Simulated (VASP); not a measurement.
# AlN in VASP: work function with PBEsol

Aim: the work function of AlN with PBEsol.

Program: VASP 6.6.1. These are calculated values, not measurements. Logs are shortened: lines on timing, memory, paths and dates and some standing lists are left out, and cuts for length are marked.

## Step 1: The structure

The cell holds a slab with vacuum, 16 atoms: a = 3.113 Å, b = 4.981 Å, c = 24.986 Å, α = 90.00°, β = 90.00°, γ = 90.00°.

## Step 2: Work function, PBEsol

The input, INCAR:

```
ALGO     = Normal         # electronic algorithm
DIPOL    = 0.5 0.5 0.500
EDIFF    = 1E-7           # SCF threshold, eV
ENCUT    = 520            # plane-wave cutoff, eV
GGA      = PS             # functional
IDIPOL   = 3            
ISIF     = 2              # what is computed and relaxed
ISMEAR   = 0              # smearing method
KPAR     = 8            
LASPH    = True           # aspherical terms in the spheres
LCHARG   = True           # write CHGCAR
LDIPOL   = True         
LREAL    = False          # projectors in reciprocal space
LVACPOTAV= True         
LVHAR    = True         
LWAVE    = False          # write WAVECAR
NELM     = 100            # most SCF steps
PREC     = Accurate       # precision mode
SIGMA    = 0.05           # smearing width, eV
```

The input, KPOINTS:

```
k-points
0
Gamma
  8 6 1
```

The input, POSCAR:

```
AlN                                     
1.0
    3.1130000000      0.0000000000      0.0000000000
    0.0000000000      4.9810000000      0.0000000000
    0.0000000000      0.0000000000     24.9864569400
  Al              N             
     8     8
Direct
     0.0000000001000018    0.0237087336063063    0.3305984280453588
     0.5000000000000000    0.4917531159158333    0.3528005661212656
     0.5000000001000018    0.9999569726338055    0.4297496329394173
     0.0000000000000000    0.4961056272432288    0.4631300776584765
     0.0000000001000018    0.9961056272432288    0.5368699223415234
     0.5000000000000000    0.4999569726338056    0.5702503670605824
     0.5000000001000018    0.9917531159158333    0.6471994338787345
     0.0000000000000000    0.5237087336063064    0.6694015719546412
     0.0000000001000018    0.3761657718847309    0.3216810232929579
     0.5000000000000000    0.8735578820783958    0.3560133481153681
     0.5000000001000018    0.3797476548557552    0.4280498528954623
     0.0000000000000000    0.8790042417819549    0.4641324487872404
     0.0000000001000018    0.3790042417819547    0.5358675512127598
     0.5000000000000000    0.8797476548557553    0.5719501471045375
     0.5000000001000018    0.3735578820783955    0.6439866518846319
     0.0000000000000000    0.8761657718847313    0.6783189767070422
```

Potentials or basis: VASP PAW PBE potentials, release 64 (Al, N).

Run with:

```
$ cat potpaw_PBE.64/Al/POTCAR potpaw_PBE.64/N/POTCAR > POTCAR
$ mpirun -np 8 vasp_std > vasp.out
```

OUTCAR:

```text
EDIFF = 1E-7
   ENCUT = 520
   GGA = PS
   ISIF = 2
   ISMEAR = 0
   LASPH = True
   LREAL = False
   NELM = 100
   PREC = Accurate

 ion  position               nearest neighbor table
   1  0.000  0.024  0.331-   9 1.77  10 1.84  10 1.84   2 2.86   2 2.86   3 2.93   3 2.93   2 3.12
                             2 3.12
   2  0.500  0.492  0.353-   9 1.83   9 1.83  10 1.90  11 1.96   1 2.86   1 2.86   3 3.11   1 3.12
                             1 3.12   4 3.17   4 3.17   3 3.18
   3  0.500  1.000  0.430-  12 1.88  12 1.88  11 1.89  10 1.95   1 2.93   1 2.93   4 3.04   4 3.04
                             4 3.07   4 3.07   5 3.10   5 3.10   2 3.11   2 3.18
   4  0.000  0.496  0.463-  11 1.88  11 1.88  12 1.91  13 1.91   3 3.04   3 3.04   3 3.07   3 3.07
                             6 3.10   6 3.10   5 3.10   5 3.10   2 3.17   2 3.17
   5  0.000  0.996  0.537-  14 1.88  14 1.88  13 1.91  12 1.91   6 3.04   6 3.04   6 3.07   6 3.07
                             3 3.10   3 3.10   4 3.10   4 3.10   7 3.17   7 3.17
   6  0.500  0.500  0.570-  13 1.88  13 1.88  14 1.89  15 1.95   8 2.93   8 2.93   5 3.04   5 3.04
                             5 3.07   5 3.07   4 3.10   4 3.10   7 3.11   7 3.18
   7  0.500  0.992  0.647-  16 1.83  16 1.83  15 1.90  14 1.96   8 2.86   8 2.86   6 3.11   8 3.12
                             8 3.12   5 3.17   5 3.17   6 3.18
   8  0.000  0.524  0.669-  16 1.77  15 1.84  15 1.84   7 2.86   7 2.86   6 2.93   6 2.93   7 3.12
                             7 3.12
   9  0.000  0.376  0.322-   1 1.77   2 1.83   2 1.83
  10  0.500  0.874  0.356-   1 1.84   1 1.84   2 1.90   3 1.95
  11  0.500  0.380  0.428-   4 1.88   4 1.88   3 1.89   2 1.96
  12  0.000  0.879  0.464-   3 1.88   3 1.88   4 1.91   5 1.91
  13  0.000  0.379  0.536-   6 1.88   6 1.88   5 1.91   4 1.91
  14  0.500  0.880  0.572-   5 1.88   5 1.88   6 1.89   7 1.96
  15  0.500  0.374  0.644-   8 1.84   8 1.84   7 1.90   6 1.95
  16  0.000  0.876  0.678-   8 1.77   7 1.83   7 1.83

  LATTYP: Found a simple orthorhombic cell.
 ALAT       =     3.1130000000
 B/A-ratio  =     1.6000642467
 C/A-ratio  =     8.0264879345

  Lattice vectors:

 A1 = (   3.1130000000,   0.0000000000,   0.0000000000)
 A2 = (   0.0000000000,   4.9810000000,   0.0000000000)
 A3 = (   0.0000000000,   0.0000000000,  24.9864569400)

Analysis of symmetry for initial positions (statically):
=====================================================================
 Subroutine PRICEL returns:
 Original cell was already a primitive cell.

 Routine SETGRP: Setting up the symmetry group for a
 simple orthorhombic supercell.

 Subroutine GETGRP returns: Found  4 space group operations
 (whereof  2 operations were pure point group operations)
 out of a pool of  8 trial point group operations.

The static configuration has the point symmetry C_1h.
 The point group associated with its full space group is C_2v.

Analysis of symmetry for dynamics (positions and initial velocities):
=====================================================================
 Subroutine PRICEL returns:
 Original cell was already a primitive cell.

 Routine SETGRP: Setting up the symmetry group for a
 simple orthorhombic supercell.

 Subroutine GETGRP returns: Found  4 space group operations
 (whereof  2 operations were pure point group operations)
 out of a pool of  8 trial point group operations.

The dynamic configuration has the point symmetry C_1h.
 The point group associated with its full space group is C_2v.

 Subroutine INISYM returns: Found  4 space group operations
 (whereof  2 operations are pure point group operations),
 and found     1 'primitive' translations

----------------------------------------------------------------------------------------

                                     Primitive cell

  volume of cell :     387.4363

  direct lattice vectors                    reciprocal lattice vectors
     3.113000000  0.000000000  0.000000000     0.321233537  0.000000000  0.000000000
     0.000000000  4.981000000  0.000000000     0.000000000  0.200762899  0.000000000
     0.000000000  0.000000000 24.986456940     0.000000000  0.000000000  0.040021681

  length of vectors
     3.113000000  4.981000000 24.986456940     0.321233537  0.200762899  0.040021681

  position of ions in fractional coordinates (direct lattice)
     0.000000000  0.023708734  0.330598428
     0.500000000  0.491753116  0.352800566
     0.500000000  0.999956973  0.429749633
     0.000000000  0.496105627  0.463130078
[... 43 lines left out ...]
     0.040154192  0.000000000  0.000000000     0.125000000  0.000000000  0.000000000
     0.000000000  0.033460483  0.000000000     0.000000000  0.166666667  0.000000000
     0.000000000  0.000000000  0.040021681     0.000000000  0.000000000  1.000000000

  Length of vectors
     0.040154192  0.033460483  0.040021681

  Shift w.r.t. Gamma in fractional coordinates (k-lattice)
     0.000000000  0.000000000  0.000000000

 Subroutine IBZKPT returns following result:
 ===========================================

 Found     20 irreducible k-points:

 Following reciprocal coordinates:
            Coordinates               Weight
  0.000000  0.000000  0.000000      1.000000
  0.125000  0.000000  0.000000      2.000000
  0.250000  0.000000  0.000000      2.000000
  0.375000  0.000000  0.000000      2.000000
  0.500000  0.000000  0.000000      1.000000
  0.000000  0.166667  0.000000      2.000000
[... 12 lines left out ...]
  0.375000  0.500000  0.000000      2.000000
  0.500000  0.500000  0.000000      1.000000
   k-points           NKPTS =     20   k-points in BZ     NKDIM =     20   number of bands    NBANDS=     41
   number of dos      NEDOS =    301   number of ions     NIONS =     16
   total plane-waves  NPLWV = 184320
   dimension x,y,z NGX =    24 NGY =   40 NGZ =  192
   dimension x,y,z NGXF=    48 NGYF=   80 NGZF=  384
   ions per type =               8   8
   NGX,Y,Z   is equivalent  to a cutoff of  12.82, 13.35, 12.77 a.u.
   NGXF,Y,Z  is equivalent  to a cutoff of  25.63, 26.70, 25.55 a.u.
 SYSTEM =  unknown system
   PREC   = accura    normal or accurate (medium, high low for compatibility)
   ISTART =      0    job   : 0-new  1-cont  2-samecut
   ICHARG =      2    charge: 1-file 2-atom 10-const
   ISPIN  =      1    spin polarized calculation?
   LNONCOLLINEAR =      F non collinear calculations
   LSORBIT =      F    spin-orbit coupling
   LASPH  =      T    aspherical Exc in radial PAW
   ENCUT  =  520.0 eV  38.22 Ry    6.18 a.u.   5.79  9.26 46.46*2*pi/ulx,y,z
   NELM   =    100;   NELMIN=  2; NELMDL= -5     # of ELM steps
   EDIFF  = 0.1E-06   stopping-criterion for ELM
   LREAL  =      F    real-space projection
   EDIFFG = 0.1E-05   stopping-criterion for IOM
   NSW    =      0    number of steps for IOM
   IBRION =     -1    ionic relax: 0-MD 1-quasi-New 2-CG
   NFREE  =      0    steps in history (QN), initial steepest desc. (CG)
   ISIF   =      2    stress and relaxation
   ISYM   =      2    0-nonsym 1-usesym 2-fastsym
   POTIM  = 0.5000    time-step for ionic-motion
   TEBEG  =    0.0;   TEEND  =   0.0 temperature during run
   PSTRESS=    0.0 pullay stress
   NELECT =      64.0000    total number of electrons
   NUPDOWN=      -1.0000    fix difference up-down
   EMIN   =  10.00;   EMAX   =-10.00  energy-range for DOS
   EFERMI =   0.00;   METHOD = LEGACY
   ISMEAR =     0;   SIGMA  =   0.05  broadening in eV -4-tet -1-fermi 0-gaus
   EFERMI_NEDOS =   21; number of points for ismear=-14 and -15
   IALGO  =     38    algorithm
   IMIX   =      4    mixing-type and parameters
     AMIX     =   0.40;   BMIX     =  1.00
     AMIX_MAG =   1.60;   BMIX_MAG =  1.00
  volume/ion in A,a.u.               =      24.21       163.41
  Fermi-wavevector in a.u.,A,eV,Ry     =   0.898259  1.697463 10.978112  0.806868
  Thomas-Fermi vector in A             =   2.020945
   LORBIT       =      0    0 simple, 1 ext, 2 COOP (PROOUT), +10 PAW based schemes
   GGA     = PS    functional components
   LHFCALC =     F    Hartree Fock is set to
   AEXX    =    0.0000 exact exchange contribution
   IVDW    =     0    specifies the selected vdW correction
   LEPSILON=     F    determine dielectric tensor
   LRPA    =     F    only Hartree local field effects (RPA)
 non-spin polarized calculation
 Gauss-broadening in eV      SIGMA  =   0.05
  energy-cutoff  :      520.00
  volume of cell :      387.44
 maximum number of plane-waves:     10486
 NGX is ok and might be reduce to    24
   NGX = 11   NGY = 19   NGZ = 93

 number of electron      63.9999998 magnetization

 dipolmoment           0.000000      0.000000      0.000000 electrons x Angstroem

 Free energy of the ion-electron system (eV)
  ---------------------------------------------------
  ext. energy  EPLUGINS =         0.00000000
  ---------------------------------------------------
  free energy    TOTEN  =      -120.73744720 eV

  energy without entropy =     -120.73744720  energy(sigma->0) =     -120.73744720

 E-fermi :  -0.2462     XC(G=0):  -5.3573

 val. band max:       -0.5193762517   @ k =   0.3750   0.5000   0.0000
 cond. band min:       2.1684983178   @ k =   0.0000   0.0000   0.0000
 fundamental gap:      2.6878745695
 Fermi energy:        -0.2462197965

 k-point     1 :       0.0000    0.0000    0.0000
  band No.  band energies     occupation
      1     -15.9114      2.00000
      2     -15.5309      2.00000
      3     -14.8925      2.00000
      4     -14.1847      2.00000
      5     -13.6942      2.00000
      6     -13.3924      2.00000
[... 869 lines left out ...]
     40       5.6558      0.00000
     41       5.8509      0.00000

------------------------ aborting loop because EDIFF is reached ----------------------------------------

  FORCE on cell =-STRESS in cart. coord.  units (eV):
  Direction    XX          YY          ZZ          XY          YZ          ZX
  --------------------------------------------------------------------------------------
  -------------------------------------------------------------------------------------
  Total        5.2748248      2.1732766     -0.1713453      0.0000000      0.0000000      0.0000000
  in kB       21.8131450      8.9872176     -0.7085693      0.0000000      0.0000000      0.0000000
  external PRESSURE =      10.0305977 kB  Pullay stress =       0.0000000 kB

 VOLUME and BASIS-vectors are now :
 -----------------------------------------------------------------------------
  energy-cutoff  :      520.00
  volume of cell :      387.44
      direct lattice vectors                 reciprocal lattice vectors
     3.113000000  0.000000000  0.000000000     0.321233537  0.000000000  0.000000000
     0.000000000  4.981000000  0.000000000     0.000000000  0.200762899  0.000000000
     0.000000000  0.000000000 24.986456940     0.000000000  0.000000000  0.040021681

 POSITION                                       TOTAL-FORCE (eV/Angst)
 -----------------------------------------------------------------------------------
      0.00000      0.11809      8.26048         0.000000     -0.004247     -0.007017
      1.55650      2.44942      8.81524         0.000000      0.001280      0.002525
      1.55650      4.98079     10.73792         0.000000     -0.001484      0.009902
      0.00000      2.47110     11.57198         0.000000      0.002790      0.006839
      0.00000      4.96160     13.41448         0.000000      0.002790     -0.006839
      1.55650      2.49029     14.24854         0.000000     -0.001484     -0.009902
[... 8 lines left out ...]
      1.55650      1.86069     16.09094         0.000000      0.006881      0.001539
      0.00000      4.36418     16.94879         0.000000     -0.003818     -0.006171
 -----------------------------------------------------------------------------------
    total drift:                               -0.000001     -0.001354     -0.000002

  FREE ENERGIE OF THE ION-ELECTRON SYSTEM (eV)
  ---------------------------------------------------
  free  energy   TOTEN  =      -120.7374471985 eV

  energy  without entropy=     -120.7374471985  energy(sigma->0) =     -120.73744720

 vacuum level on the upper side and lower side of the slab         5.214         5.214
```

It took 2.1 min on 8 MPI ranks of Intel Xeon Platinum 8259CL at 2.50GHz (Skylake/Cascade Lake), shared host; peak memory 0.57 GiB.

What came out:

```
Free energy                            : -120.7374 eV
Largest force                          : 0.010 eV/Å
Band gap on the k mesh                 : 2.69 eV, indirect (least direct gap 2.77 eV)
Ionisation potential of the upper face : 5.73 eV
```

Forces on the atoms (eV/Å):
```
Al   0.000 -0.004 -0.007
Al   0.000  0.001  0.003
Al   0.000 -0.001  0.010
Al   0.000  0.003  0.007
Al   0.000  0.003 -0.007
Al   0.000 -0.001 -0.010
Al   0.000  0.001 -0.003
Al   0.000 -0.004  0.007
N    0.000 -0.004  0.006
N    0.000  0.007 -0.002
N    0.000  0.007  0.005
N    0.000 -0.008  0.002
N    0.000 -0.008 -0.002
N    0.000  0.007 -0.005
N    0.000  0.007  0.002
N    0.000 -0.004 -0.006
```

Caveat: the PAW data sets were made with another functional, which shifts forces and pressure a little.
